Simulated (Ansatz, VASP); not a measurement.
**One calculation of Ba, two programs**

```
CELL_PARAMETERS angstrom
-2.26390 2.26390 2.26390
2.26390 -2.26390 2.26390
2.26390 2.26390 -2.26390
ATOMIC_POSITIONS crystal
Ba 0.00000 0.00000 0.00000
```

Alike in both runs: task single point; functional PBEsol; k mesh 11 × 11 × 11; no spin polarisation.

|  | VASP | Ansatz |
| --- | --- | --- |
| version | VASP 6.6.1 | Ansatz 0.2.0 |
| potentials or method | VASP PAW PBE potentials, release 64 (Ba_sv), cutoff 520 eV | all-electron PAW with datasets made for the crystal, scalar-relativistic |
| occupations | tetrahedron | tetrahedron-uncorrected |

VASP gave:

```
gap on the k mesh at the Fermi level (eV) : none
pressure (GPa)                            : 3.1
```

Q: Which values does Ansatz return?

A: gap on the k mesh at the Fermi level (eV): none; pressure (GPa): 2.8.

A gap of «none» marks a metal or a gap that the smearing closes. Ansatz ran all-electron here, so the differences hold the error of VASP's frozen core and of both bases.

Caveats: the PAW data sets were made with another functional, which shifts forces and pressure a little (VASP). The runs have no spin-orbit coupling, so splittings on Ba are missing.
